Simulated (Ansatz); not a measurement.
The cell below belongs to a search over invented structures; it isn't taken from experiment.

Input and command of a plane-wave DFT calculation in Ansatz:

```yaml
crystal:
  lattice:
    - [4.2283177898, 0.0, 0.0]
    - [-2.1141588949, 3.6618306213, 0.0]
    - [0.0, 0.0, 5.831385256]
  atoms:
    - { symbol: In, position: [0.3333333333, 0.6666666667, 0.25] }
    - { symbol: In, position: [0.6666666667, 0.3333333333, 0.75] }
    - { symbol: P, position: [0.0, 0.0, 0.0] }
    - { symbol: P, position: [0.0, 0.0, 0.5] }
basis:
  ecutwfc: 420
kpoints:
  mp_grid: { grid: [12, 12, 8] }
hamiltonian:
  xc: pbe
scf:
  occupations: { method: gaussian, width: 0.1 }
output:
  forces: true
  stress: true
  eigenvalues: true
relax:
  adjacent_minimum: "off"
  f_tol: 0.01
  max_steps: 80
  cell: { stress_tol: 0.05 }
```

```bash
ansatz run input.yaml --threads 1 --pin off --max-ram 2560MiB --backend cpu --events-out ev --progress --plain --runs-dir out
```

Processor: Arm Neoverse V1, 1 thread, on a host shared with other jobs.

Question: Estimate time, memory and problem size.

Answer: About 110 s, peak memory 0.45 GiB. It solves 22 bands at 95 k points (after reduction by symmetry) with about 1761 plane waves (on the last cell), in 51 SCF iterations over 10 ionic steps.
